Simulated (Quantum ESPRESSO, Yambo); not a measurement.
# AlN (P6_3mc): G0W0 on several meshes in Yambo, part 2 of 2

Wanted: mesh dependence and cost of G0W0 for AlN (P6_3mc).

Quantum ESPRESSO 7.5 and Yambo 5.3.0; PBE and many-body steps on it, plane waves. Known limits of the many-body steps: not at the basis limit; coarse k mesh.

So far. Step 4 (6×6×4): The gap on the mesh goes from 4.22 eV to 5.54 eV, a correction of +1.32 eV. Step 5 (Empty states on the mesh, 3×3×2 mesh, 117 bands): On this mesh the gap is 4.221 eV.

The database entry behind the starting cell differs from later determinations by our own check (inner coordinate u about 0.002 short), so it need not match the best structure at ambient conditions.

## 6. Conversion and set-up

This step: Yambo 5.3.0; conversion and set-up on PBE, plane waves, norm-conserving pseudopotentials.

On the command line:

```sh
(cd o/x.save; p2y > p2y.log; mv SAVE ../..); yambo > setup.log
```

The log of the run:

```text
 Yambo, version 5.3.0

 [02] CORE Variables Setup
 =========================

  [02.01] Unit cells
  ==================

  Cell kind             :  HCP
  Atoms in the cell     :  Al  N
  number of Al atoms    :  2
  number of N  atoms    :  2

  List of atomic masses
  Mass of Al    :  26.98200
  Mass of N     :  14.00700

  List of atomic coordinates    : [cc]
  Al1       : -0.29414E-09   3.3964       0.0000      order 1
  Al2       :  2.941359  1.698194  4.706363  order 2
  N1       : -0.29414E-09   3.3964       3.5768      order 3
[...]
IBZ Q-points                                      :   6
 BZ  Q-points                                      :  18

 K/Q-points units:
 rlu = crystal or reduced units; cc = cartesian coordinates; iku = interal k-units

 Q [1]          [rlu]:  0.000000  0.000000  0.000000
 Q [2]          [rlu]:  0.000000  0.000000 -0.500000
 Q [3]          [rlu]: -0.40821E-19  0.33333       0.0000
 Q [4]          [rlu]: -0.40821E-19  0.33333     -0.50000
 Q [5]          [rlu]:  0.333333  0.333333  0.000000
 Q [6]          [rlu]:  0.333333  0.333333 -0.500000

  [03.01] X indexes
  =================

   [03.01.01] Sigma indexes
   ========================

 [06] Game Over & Game summary
```

The job ended after 2 s (1 MPI rank of Arm Neoverse V1, shared host; peak memory 0.23 GiB).

## 7. 3×3×2

This step: G0W0 on PBE, plane waves, norm-conserving pseudopotentials.

File gw11.in:

```
HF_and_locXC
gw0
dyson
ppa
em1d
rim_cut
RandQpts= 1000000
RandGvec= 1 RL
EXXRLvcs= 72 Ry
VXCRLvcs= 288 Ry
Chimod= "HARTREE"
% BndsRnXp
 1 | 117 |
%
NGsBlkXp= 10.5 Ry
% LongDrXp
 1 | 1 | 1 |
%
% GbndRnge
 1 | 117 |
%
DysSolver= "n"
ExtendOut
PPAPntXp= 27.21138 eV
% QPkrange
 1 | 1 | 7 | 10 |
%
```

On the command line:

```sh
OMP_NUM_THREADS=1 mpirun -n 4 yambo -F gw11.in -J gw11 -C gw11 > gw11.log
```

The log of the run:

```text
 Yambo, version 5.3.0

 [02] CORE Variables Setup
 =========================

  [... cell, symmetries and grids as in the set-up ...]

  [02.05] Energies & Occupations
  ==============================

  [X] === General ===
  [X] Electronic Temperature                        :  0.000000  0.000000 [eV K]
  [X] Bosonic    Temperature                        :  0.000000  0.000000 [eV K]
  [X] Finite Temperature mode                       : no
  [X] El. density                                   :  0.38275E+24 [cm-3]
  [X] Fermi Level                                   :  7.106664 [eV]

  [X] === Gaps and Widths ===
  [X] Conduction Band Min                           :  4.220509 [eV]
  [X] Valence Band Max                              :  0.000000 [eV]
  [X] Filled Bands                                  :   8
  [X] Empty Bands                                   :    9  117
  [X] Direct Gap                                    :  4.220509 [eV]
  [X] Direct Gap localized at k                     :  1
  [X] Indirect Gap                                  :  4.220509 [eV]
  [X] Indirect Gap between kpts                     :  1  1
  [X] Last valence band width                       :  2.371270 [eV]
  [X] 1st conduction band width                     :  3.218767 [eV]

 [03] Transferred momenta grid and indexing
 ==========================================

 IBZ Q-points                                      :   6
 BZ  Q-points                                      :  18

 K/Q-points units:
 rlu = crystal or reduced units; cc = cartesian coordinates; iku = interal k-units

 Q [1]          [rlu]:  0.000000  0.000000  0.000000
 Q [2]          [rlu]:  0.000000  0.000000 -0.500000
 Q [3]          [rlu]: -0.40821E-19  0.33333       0.0000
 Q [4]          [rlu]: -0.40821E-19  0.33333     -0.50000
[...]
================================================

 [VXC] Plane waves :  23187
 [EXS] Plane waves :  2875

 QP @ state[ 1 ] K range:  1  1
 QP @ state[ 1 ] b range:   7  10

 [xc] Functional : Perdew, Burke & Ernzerhof(X)+Perdew, Burke & Ernzerhof(C)
 [xc] LIBXC used to calculate xc functional
  PP Number of Atomic Species                      :  2
  NLCC RL compoments                               :  23187
  PP Number of Atomic Species                      :  2
  NLCC RL compoments                               :  23187

 [xc] E_xc :  -6.931284 [Ha]
      E_xc :  -13.86257 [Ry]

  Local XC kind (lXC) : Perdew, Burke & Ernzerhof(X)+Perdew, Burke & Ernzerhof(C)
  Non-Local XC kind (nlXC) : Hartree-Fock

  Corrections @ K [1] :  [eV]
 <7|nlXC|7> = -20.94412  0.24638E-16 <7|lXC|7> = -16.99281  0.70505E-22
 <8|nlXC|8> = -20.77480  0.35149E-16 <8|lXC|8> = -17.08481 -0.75527E-15
 <9|nlXC|9> = -7.749619 -0.24708E-17 <9|lXC|9> = -12.50460 -0.18881E-15
 <10|nlXC|10> = -5.581958  0.10188E-16 <10|lXC|10> = -10.79156  0.18882E-15

 [08] Dyson equation: Newton solver
 ==================================

  [08.01] G0W0 (W PPA)
  ====================

  [  GW  ] Bands range     :    1  117
  [GW/PPA] G damping       :  0.100000 [eV]

  QP @ state[ 1 ] K range:  1  1
  QP @ state[ 1 ] b range:   7  10

   Sc/G bands                                       :    1  117
   Sc/G damping                                     :  0.100000 ev
   Sc bands terminator                              : no
   Sx RL components                                 :  2875

   QP @ state[ 1 ] K range                          :  1  1
   QP @ state[ 1 ] b range                          :   7  10
   GF energies kind                                 : Perdew, Burke & Ernzerhof(X)+Perdew, Burke & Ernzerhof(C)
   GF WF`s kind                                     : Perdew, Burke & Ernzerhof(X)+Perdew, Burke & Ernzerhof(C)
   Xs energies kind                                 : Perdew, Burke & Ernzerhof(X)+Perdew, Burke & Ernzerhof(C)
   Xs WF`s kind                                     : Perdew, Burke & Ernzerhof(X)+Perdew, Burke & Ernzerhof(C)

 [11] Game Over & Game summary
```

The job ended after 9.7 s (4 MPI ranks; peak memory 1.2 GiB).

Numbers from this step:

| Quantity | Value |
| --- | --- |
| G0W0 gap on the points computed | 5.484 eV |
| starting gap on the mesh | 4.221 eV |
| k of the valence top | 0, 0, 0 |
| k of the conduction bottom | 0, 0, 0 |
| least direct G0W0 gap on the computed points | 5.484 eV |
| Z at the valence top | 0.7961 |
| Z at the conduction bottom | 0.8219 |

Against G0W0 in Yambo (6×6×4 mesh, 117 bands, screening to 142.9 eV, Godby-Needs plasmon pole), the gap moves by −0.060 eV.

## 8. The runs together

Times are wall times on 4 MPI ranks of Arm Neoverse V1, shared host, good to a factor of about two.

| run | mesh | bands | screening cutoff (eV) | DFT gap (eV) | gap on the mesh (eV) | direct (eV) | time |
| --- | --- | --- | --- | --- | --- | --- | --- |
| 6×6×4 | 6×6×4 | 117 | 142.9 | 4.221 | 5.545 | 5.545 | 3.1 min |
| 3×3×2 | 3×3×2 | 117 | 142.9 | 4.221 | 5.484 | 5.484 | 9.7 s |

## 9. Outcome

| Property | Result |
| --- | --- |
| 6×6×4 | 5.545 eV |
| 3×3×2 | 5.484 eV |
| known limits | not at the basis limit; coarse k mesh |

In words: 3×3×2: −0.060 eV against 6×6×4. Bands and cutoff are finite, so the gap is not at the basis limit. The miss can reach some tenths of an eV and take either sign; the mesh is an error of its own. In the G0W0 runs levels were corrected at 1 k point alone, so a gap called «on the mesh» is the least over those, and an edge elsewhere would be missed.

[Paths, hosts, dates, memory and timing lines, banners, echoed tables and standing remarks are left out of the program output.]

[Logs are printed without paths, hosts, clocks, repeated set-up lines and the standing remarks that a program may print on its own settings, such as how far it seeks lower states.]

[Runs of the session that timed out or met a known fault of the program may be left out.]

[Hosts, paths, dates, database ids (printed as entryN), source tags and the programs' standing remarks are cut or masked in the printed files.]
